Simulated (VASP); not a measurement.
WS2:

```xyz
3
Lattice="0.0000 2.9312 2.9312 2.9312 0.0000 2.9312 2.9312 2.9312 0.0000" Properties=species:S:1:pos:R:3 pbc="T T T"
W     0.0000    0.0000    0.0000
S     1.4656    1.4656    1.4656
S     4.3967    4.3967    4.3967
```

The cell was built by a generator and needn't be a form met in nature.

Base run:

* Program: VASP 6.6.1
* Functional: PBE
* Potentials or basis: VASP PAW PBE potentials, release 64 (W_sv, S)
* Cutoff: 520 eV
* k mesh: 6 × 6 × 6
* Occupations: fermi-dirac, width 0.02 eV
* Spin: no spin polarisation

Its results: band gap on the k mesh none (metal or under the smearing width); pressure 0.8 GPa.

After a change of settings the same cell gave: band gap on the k mesh none (metal or under the smearing width); pressure -4.4 GPa. Which change was it?
A. occupations from fermi-dirac, width 0.02 eV to gaussian, width 0.001 eV; further incar settings from ALGO = Normal; EDIFF = 1e-06; NBANDS = 20 to ALGO = Fast; EDIFF = 1e-07; NBANDS = 20
B. functional from PBE to HSE06; k mesh from 6 × 6 × 6 to 4 × 4 × 4
C. functional from PBE to LDA; potentials or basis from VASP PAW PBE potentials, release 64 (W_sv, S) to VASP PAW LDA potentials, release 64 (W_sv, S)

B.

Caveats: some runs use coarse meshes; the PAW data sets were made with another functional, which shifts forces and pressure a little (some runs).

Not every run made on this cell is shown here.
